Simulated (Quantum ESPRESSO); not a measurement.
## Ru: zone-centre phonons under several settings

```
CELL_PARAMETERS angstrom
2.70580 0.00000 0.00000
-1.35290 2.34329 0.00000
0.00000 0.00000 4.28190
ATOMIC_POSITIONS crystal
Ru 0.66667 0.33333 0.75000
Ru 0.33333 0.66667 0.25000
```

All runs used Quantum ESPRESSO 7.5; k mesh 11 × 11 × 6; relaxed cell; no spin polarisation.

```tsv
level	potentials	cutoff (eV)	occupations	volume (Å³/atom)	lowest optical mode without the field (cm⁻¹)	highest optical mode without the field (cm⁻¹)
LDA	GBRV 1.5 LDA	612	methfessel-paxton, width 0.136 eV	?	?	?
PBEsol	GBRV 1.5 PBEsol	612	methfessel-paxton, width 0.272 eV	13.30	190	267
PBE	JTH 2.0 PBE	490	cold, width 0.272 eV	13.78	175	249
```

Q: What stands in the row left open?

A: Volume 13.08 Å³/atom; lowest optical mode without the field 201 cm⁻¹; highest optical mode without the field 275 cm⁻¹.

Caveats: the mesh is thin for the phonons of a metal; the cutoff is low for these files, which shifts pressure and relaxed volume (some runs).

For the row left open. Caveat: the mesh is thin for the phonons of a metal.
